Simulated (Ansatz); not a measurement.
TiSi2, 3 atoms in the cell. It takes space group Immm (No. 71, orthorhombic). Conventional cell: a = 2.946 Å, b = 3.424 Å, c = 8.424 Å, α = 90.00°, β = 90.00°, γ = 90.00°. Ti (site symmetry mmm) is surrounded by 10 Si at 2.67 to 2.78 Å and 2 Ti at 2.95 Å. Si (site symmetry mm2) is surrounded by 7 Si at 2.63 to 2.95 Å and 5 Ti at 2.67 to 2.78 Å. The cell comes from a database or a generator and needn't be the stable form of this composition.

```yaml
Program: Ansatz 0.2.0
Task: relaxation of cell and atoms
Functional: PBE
Dispersion: D3(BJ)-ATM
Potentials_or_basis: Ansatz PAW
Cutoff: "420 eV (not typed: the program's choice for these potentials)"
k_mesh: 12 × 12 × 12
Occupations: fermi-dirac, width 0.05 eV
Spin: no spin polarisation
```

Potentials or basis: Ansatz PAW.

Run with:

```sh
$ ansatz run input.yaml --threads 2 --pin off --max-ram 5632MiB --backend cpu --events-out ev --progress --plain --runs-dir out
```

Hardware: 2 threads of AMD EPYC 9R45 96-Core Processor (Zen 5) (shared host).

Task: How long does it take, and how much memory?

Result: Wall time 9.4 s on 2 threads of AMD EPYC 9R45 96-Core Processor (Zen 5), on a shared host, peak memory 0.53 GiB. Counts: scf iterations 25, plane waves 793, k points 280, bands 14, ion steps 5.
